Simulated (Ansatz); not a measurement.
Ansatz input

```yaml
crystal:
  lattice:
    - [4.7742144128, 0.0, 0.0]
    - [-2.3871072064, 4.1345909646, 0.0]
    - [0.0, 0.0, 2.7099589933]
  atoms:
    - { symbol: Ge, position: [0.0, 1.0, 0.0] }
    - { symbol: Ge, position: [0.3333333333, 0.6666666667, 0.5] }
    - { symbol: Ge, position: [0.6666666667, 0.3333333333, 0.5] }
hamiltonian:
  xc: pbe
  pseudopotentials:
    kind: paw
    azcp:
      Ge: "pseudopotentials/Ge.paw.azcp"
basis:
  ecutwfc: 420
  fft_grid_basis: typed
kpoints:
  mp_grid: { grid: [10, 10, 15], shift: [0, 0, 0] }
magnetization:
  spin_polarized: false
scf:
  occupations: { method: fermi_dirac, width: 0.1 }
output:
  stress: true
```

and its output:

```
Engine: ansatz 0.2.0, x86_64-unknown-linux-gnu
Pseudopotentials: kind: paw
Pseudopotential: Ge, paw, valence charge 14, recommended cutoff 420 eV (normal) 
Functional definition: PBE
  parameter kappa = 0.804
  parameter beta = 0.06672455060314922
  exchange = pbe_x(kappa = kappa, mu = beta*pi^2/3)
  correlation = pbe_c(beta = beta)
Crystal: 3 atoms, lattice volume = 53.493 Å³
Basis set: ecut = 420 eV, 1023 PW (Γ)
Bands: 25, of which v1, the nominal top of the filled ones, is band 21 counted from 1 (20 counted from 0)
Symmetry: 24 space group operations
Space group: P6/mmm (ITA 191), of the structure as read, at distance tolerance 3.8e-5 Å
k-points: 112 of 1500
Non-local potential: Ge, projectors of the file, l = 0: 2, l = 1: 2, l = 2: 3, l = 3: 1
PAW form: soft (Blöchl's): semilocal exchange-correlation on the pseudo side does not see the compensation charge
PAW one-centre angular grid: Ge, 590 points (default); XC on 64 Gauss nodes
Initial density: superposition of atomic densities (neutral atoms: chi_scale 0, normalization atom), corrected by the library's trained network
Initial wavefunctions: pseudopotential atomic-orbital guess
Functional: x = pbe(κ = 0.804, μ = 0.2195149727645171), c = pbe(β = 0.06672455060314922)
SCF iter   1: F=—  HF=-12883.890374 eV  |F-HF|=—  |Δ(HF+E_count)|=         —  Δρ=1.33e-3  dr2=1.16e-3  ethr=1.77e-3  ⟨swp⟩=5.4  Hψ=10384  notcnv=0
SCF iter   2: F=—  HF=-12883.889692 eV  |F-HF|=—  |Δ(HF+E_count)|=   6.83e-4  Δρ=8.76e-4  dr2=6.60e-4  ethr=2.76e-6  ⟨swp⟩=1.9  Hψ=4175  notcnv=0
SCF iter   3: F=—  HF=-12883.889702 eV  |F-HF|=—  |Δ(HF+E_count)|=   1.05e-5  Δρ=2.19e-4  dr2=1.55e-5  ethr=1.57e-6  ⟨swp⟩=2.0  Hψ=3385  notcnv=0
SCF iter   4: F=—  HF=-12883.889687 eV  |F-HF|=—  |Δ(HF+E_count)|=   1.50e-5  Δρ=6.82e-5  dr2=9.57e-7  ethr=3.70e-8  ⟨swp⟩=2.0  Hψ=5169  notcnv=0
iter 5 did not close the SCF: its close was put off for the readings that it lacked (scf_convergence_deferred on its scf_iter line)
SCF iter   5: F=-12883.889689 eV  HF=-12883.889689 eV  |F-HF|=4.97e-8  |Δ(HF+E_count)|=   1.77e-6  Δρ=1.44e-5  dr2=5.60e-8  ethr=2.28e-9  ⟨swp⟩=2.0  Hψ=5175  notcnv=0
SCF iter   6: F=-12883.889689 eV  HF=-12883.889689 eV  |F-HF|=2.95e-10  |Δ(HF+E_count)|=   7.72e-8  Δρ=2.55e-6  dr2=1.63e-9  ethr=1.33e-10  ⟨swp⟩=2.0  Hψ=8966  notcnv=0
SCF 1 converged in 6 iterations: F = -12883.889689 eV  dr2 = 1.63e-9
SCF converged after 6 iterations
Free energy (F): -12883.889689 eV
Harris-Foulkes:  -12883.889689 eV  (|F-HF|=2.95e-10)
Internal energy: -12883.841964 eV  (E = F + TS)
E sigma→0 (E₀):  -12883.865827 eV
Entropy (-TS):   -0.047725 eV (-15.908 meV/atom)
Fermi energy:    11.970385 eV
--- Per-component energies (eV) ---
  E_band       = -305.095606
  E_kinetic    = 333.532863
  E_local      = -6259.891830  (includes V_loc(G=0)·N_el)
  E_nonlocal   = 1246.639402
  E_hartree    = 2745.149577
  E_xc         = -228.224905
  E_vxc        = -195.517335  (∫ρ·V_xc dr)
  E_paw        = -6049.549339  (= ΣΔE_a)
  E_vpaw       = -920.160199  (= ΣTr[D̂ρ^β])
  E_aug_tail   = 0.001190  (compensation charges beyond the density's cutoff)
  E_ewald      = -4671.498922
  E_smearing   = -0.047725  (= −TS)
  E_closure    = -0.000000  (closes the sum)
  Σ components = -12883.889689   (vs F -12883.889689, Δ=0.00e0)
--- Stress (GPa, compression-positive) ---
        6.452989      -0.000000       0.000000
        0.000000       6.452989       0.000000
        0.000000       0.000000       6.968483
  P = ⅓ Tr σ = 6.6248 GPa (66.248 kbar)
```
